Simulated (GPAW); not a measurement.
Runs of GPAW 26.7.0 on InAs. The structure is cubic, space group F-43m (No. 216). Conventional cell: a = 6.036 Å, b = 6.036 Å, c = 6.036 Å, α = 90.00°, β = 90.00°, γ = 90.00°. Around In (site symmetry -43m) lie 4 As at 2.61 Å. Around As (site symmetry -43m) lie 4 In at 2.61 Å. 

```csv
task,level,potentials or basis,spin,cell,k mesh,cutoff (eV),smearing,convergence,supercell,supercell k mesh,displacement,relaxed first,gap on the mesh (eV),pressure (GPa)
single point,PBEsol,"PAW data sets generated in the run's folder for this functional, pw",off,as given,6 × 6 × 6,450,fermi-dirac 0.01 eV,-,-,-,-,-,none,0.4
gruneisen,BLYP+D3(BJ),"PAW data sets generated in the run's folder for this functional, pw",off,relaxed,8 × 8 × 8,510,fermi-dirac 0.05 eV,tight_forces,1 × 1 × 1,8 × 8 × 8,0.01,cell,none,0.0
eps q,SCAN,"GPAW PAW data sets (gpaw-data 1.2.1), pw",off,as given,6 × 6 × 6,400,fermi-dirac 0.05 eV,-,-,-,-,-,none,-
energy-loss spectrum,PBEsol,"PAW data sets generated in the run's folder for this functional, pw",off,as given,6 × 6 × 6,450,fermi-dirac 0.05 eV,-,-,-,-,-,none,-
band structure,LDA,"PAW data sets generated in the run's folder for this functional, pw",off,as given,6 × 6 × 6,600,fermi-dirac 0.05 eV,-,-,-,-,-,-,(a)
```

Task: Estimate the missing entries.

Result: (a) -0.5.

Caveats: this crystal is a semiconductor, whose small gap the functional closes, so the metal is an error of the method; the cutoff is short for stress and forces, so pressures can be off by a GPa or more (some runs); the density grid can change from cell to cell, which puts small steps into energies and stress (some runs); pairwise dispersion overbinds metals, which lowers pressure and volume (some runs); response on these states lacks terms of the Hamiltonian (some runs); the PAW data sets were made with another functional, which shifts forces and pressure a little (some runs); the highest transitions drop out of the frequency grid (some runs).

A k mesh can miss the band edges, and the runs leave out spin-orbit coupling on As, In.

A gap of «none» marks a metal or a gap under the smearing width.

Runs at the PBE level aren't shown here.
